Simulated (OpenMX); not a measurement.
The system is Ag.

```
Ag
1.0
     0.00000    2.04275    2.04275
     2.04275    0.00000    2.04275
     2.04275    2.04275    0.00000
Ag
1
Direct
  0.00000 0.00000 0.00000
```

Base run:

| Property | Result |
| --- | --- |
| Program | OpenMX 3.8.5 |
| Functional | PBE |
| Potentials or basis | OpenMX 2013 PBE set, Ag7.0-s3p2d2f1, grid cutoff 400 Ry |
| k mesh | 9 × 9 × 9 |
| Occupations | fermi-dirac, width 0.05 eV |
| Spin | no spin polarisation |

Its results: pressure 6.2 GPa.

Q: The run is repeated on the same cell with these changes: potentials or basis from OpenMX 2013 PBE set, Ag7.0-s3p2d2f1, grid cutoff 400 Ry to OpenMX 2013 PBE set, Ag7.0-s3p2d2, grid cutoff 400 Ry. What comes out?

A: Pressure 7.7 GPa.

Caveats: the basis of atomic orbitals isn't converged, which shifts pressures, moduli and gaps.
